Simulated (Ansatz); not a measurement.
Property card for HfO2

Computed with DFT PBEsol, scalar-relativistic, plane waves, PAW (Ansatz).

Plane waves to 420 eV, a k mesh through Γ of 8×8×8 on the computed 3-atom cell and Gaussian smearing (0.02 eV); no spin polarisation.

The structure is relaxed at this level of theory with its symmetry kept. This fluorite-type form isn't the usual stable structure of the compound.

```
Hf O
1.0
     0.00000    2.52195    2.52195
     2.52195    0.00000    2.52195
     2.52195    2.52195    0.00000
Hf O
1 2
Direct
  0.00000 0.00000 0.00000
  0.25000 0.25000 0.25000
  0.75000 0.75000 0.75000
```

```
Space group                                                                                                                                 : Fm-3m (No. 225)
Volume per atom                                                                                                                             : 10.69 Å³
Formation energy from the elements' standard states (uncorrected)                                                                           : -3.494 eV/atom
Kohn–Sham band gap                                                                                                                          : 3.69 eV, direct at X
Löwdin character of the top 1 eV of the valence band                                                                                        : O 2p 94 %
Löwdin character of the lowest 1 eV of the conduction band                                                                                  : Hf 5d 83 %, O 2p 13 %
Electron masses at the edge by Cartesian direction of the standard setting (m_e; degenerate bands sorted by energy; no spin-orbit coupling) : x: 1.1; y: 0.70; z: 0.70
Hole masses at the edge by Cartesian direction of the standard setting (m_e; degenerate bands sorted by energy; no spin-orbit coupling)     : x: 0.28; y: 3.0; z: 3.0
Bulk modulus                                                                                                                                : 264 GPa
Its pressure derivative                                                                                                                     : 4.2
Electronic dielectric constant xx, yy, zz of the standard setting (independent particles)                                                   : 5.6, 5.6, 5.6
Bader charges (e)                                                                                                                           : Hf (1 in the cell) 2.66, O (2 in the cell) -1.33
```

Spin-orbit coupling is left out, which matters for the bands of heavy elements.